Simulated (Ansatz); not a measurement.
**Structure relaxation of V**

Theory: DFT PBE, scalar-relativistic, plane waves, PAW in Ansatz. Cutoff 420 eV, Γ-centred k mesh, Gaussian smearing, no spin polarisation in the final step.

The start is a database structure of V, space group Fm-3m (No. 225).

```
CELL_PARAMETERS angstrom
0.00000 1.89500 1.89500
1.89500 0.00000 1.89500
1.89500 1.89500 0.00000
ATOMIC_POSITIONS crystal
V 0.00000 0.00000 0.00000
```

Steps on the 8×8×8 mesh (1 atom). 3 of 4 steps are shown, and the free energy counts from the last. Trial steps that were taken back and renewals of the plane-wave basis can be among the rows.

```tsv
step	ΔF (meV/atom)	V (Å³/atom)	P (GPa)
1	4.3	13.61	4.31
2	0.3	13.98	-0.60
4	0.0	13.93	-0.01
```

A final relaxation ran on a 24×24×24 mesh. The relaxed crystal, Fm-3m (No. 225):

Space group Fm-3m (No. 225). a = 3.817 Å, b = 3.817 Å, c = 3.817 Å, α = 90.00°, β = 90.00°, γ = 90.00°
```csv
atom,site,symmetry,x,y,z
V,4a,m-3m,0.0000,0.0000,0.0000
```

For V, the volume per atom is 13.90 Å³, the density is 6.09 g/cm³ and the energy over the standard structure is 0.24 eV/atom. The gap on the 24×24×24 mesh is 0 eV (a metal).

Energies count from the standard state of V at the same level.

The final run used a 24×24×24 mesh on its 1-atom cell and 0.10 eV smearing. For metals, differences of a few meV/atom aren't resolved.

A structure relaxed within its symmetry needn't be a true minimum.